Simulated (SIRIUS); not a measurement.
Set up this calculation in SIRIUS 7.10.0, as the native input.

| Item | Value |
| --- | --- |
| Task | single point |
| Functional | PBE |
| Potentials or basis | PseudoDojo 0.4.1 PBE standard (scalar relativistic) |
| Cutoff | 1054 eV |
| Density cutoff | 4214 eV |
| k mesh | 8 × 8 × 8 |
| Occupations | fermi-dirac, width 0.05 eV |
| Spin | no spin polarisation |
| Libxc names | ["XC_GGA_X_PBE", "XC_GGA_C_PBE"] |
| Energy tol | 1e-08 Ha |
| Density tol | 1e-06 |
| Mixer | anderson |
| Mixing beta | 0.7 |
| Max scf | 100 |
| Radial cutoff for the potentials' integrals | 6.5 bohr |

Crystal: B.

```xyz
6
Lattice="3.4393 0.0000 0.0000 0.0000 3.4393 0.0000 0.0000 0.0000 3.4393" Properties=species:S:1:pos:R:3 pbc="T T T"
B     0.8598    1.7197    0.0000
B     2.5795    1.7197    0.0000
B     0.0000    0.8598    1.7197
B     0.0000    2.5795    1.7197
B     1.7197    0.0000    0.8598
B     1.7197    0.0000    2.5795
```

The cell was built by a generator and needn't be a form met in nature.

One way to write it, as run:

sirius.json

```json
{
  "control": {
    "processing_unit": "cpu",
    "verbosity": 2,
    "num_bands_to_print": 16,
    "print_forces": true,
    "print_stress": true
  },
  "parameters": {
    "electronic_structure_method": "pseudopotential",
    "xc_functionals": ["XC_GGA_X_PBE", "XC_GGA_C_PBE"],
    "gk_cutoff": 8.8,
    "pw_cutoff": 17.6,
    "ngridk": [8, 8, 8],
    "shiftk": [0, 0, 0],
    "smearing": "fermi_dirac",
    "smearing_width": 0.0018374661,
    "num_bands": 16,
    "num_mag_dims": 0,
    "num_dft_iter": 100,
    "energy_tol": 1e-08,
    "density_tol": 1e-06
  },
  "iterative_solver": {
    "type": "davidson",
    "min_tolerance": 1e-09,
    "tolerance_scale": [0.1, 0.25]
  },
  "mixer": {
    "type": "anderson",
    "beta": 0.7,
    "max_history": 8
  },
  "settings": {
    "tol_ne": 1e-10,
    "pseudo_grid_cutoff": 6.5
  },
  "unit_cell": {
    "lattice_vectors": [
      [6.499353957687, 0.0, 0.0],
      [0.0, 6.499353957687, 0.0],
      [0.0, 0.0, 6.499353957687]
    ],
    "atom_coordinate_units": "lattice",
    "atom_types": ["B"],
    "atom_files": {
      "B": "B.json"
    },
    "atoms": {
      "B": [
        [0.25, 0.5, 0.0],
        [0.75, 0.5, 0.0],
        [0.0, 0.25, 0.5],
        [0.0, 0.75, 0.5],
        [0.5, 0.0, 0.25],
        [0.5, 0.0, 0.75]
      ]
    }
  }
}
```

Potentials or basis: PseudoDojo 0.4.1 PBE standard (scalar relativistic).

Command:

```console
$ upf_to_json B.upf
$ OMP_NUM_THREADS=1 sirius.scf --input=sirius.json --output=out.json --task=0
```

It gave:

- Pressure: -0.7 GPa
- Band gap on the k mesh: none (metal or under the smearing width)

It took 41 s on 1 thread of Arm Neoverse V1 (shared host), peak memory 0.32 GiB.
